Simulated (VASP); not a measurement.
**AgCl: single point with PBEsol**

The system is AgCl.

```
Ag Cl
1.0
     3.43397    0.00000    0.00000
     0.00000    3.43397    0.00000
     0.00000    0.00000    3.43397
Ag Cl
1 1
Direct
  0.00000 0.00000 0.00000
  0.50000 0.50000 0.50000
```

Measurements of this composition are mostly on another form, of space group No. 225.

- Program: VASP 6.6.1
- Task: single point
- Functional: PBEsol
- Potentials or basis: VASP PAW PBE potentials, release 64 (Ag, Cl)
- Cutoff: 520 eV
- k mesh: 6 × 6 × 6
- Occupations: gaussian, width 0.1 eV
- Spin: no spin polarisation

| Item | Value |
| --- | --- |
| Pressure | -4.7 GPa |
| Band gap on the k mesh | 0.41 eV, indirect (least direct gap 1.93 eV) |

Levels at points of the mesh, in eV from the valence-band top:
```csv
k point,band 5,band 6,band 7,band 8,band 9,band 10,band 11,band 12,band 13,band 14
"(0.00, 0.00, 0.00)",-1.80,-1.80,-1.52,-1.52,-1.52,0.41,9.29,9.29,13.49,13.49
"(0.50, 0.00, 0.00)",-2.61,-1.75,-1.44,0.00,0.00,4.71,5.42,9.27,9.89,9.89
"(0.50, 0.50, 0.00)",-2.12,-2.09,-2.09,-1.50,-0.88,2.67,8.78,8.78,10.47,13.65
"(0.50, 0.50, 0.50)",-1.48,-1.48,-0.18,-0.18,-0.18,4.62,4.62,4.62,6.62,17.23
```

Run time: 6.9 s on 1 thread of Intel(R) Xeon(R) 6975P-C (Granite Rapids), with other jobs on the host, peak memory 0.15 GiB.

Caveat: the PAW data sets were made with another functional, which shifts forces and pressure a little. A hybrid or GW would open this gap; PBEsol tends to underestimate it.
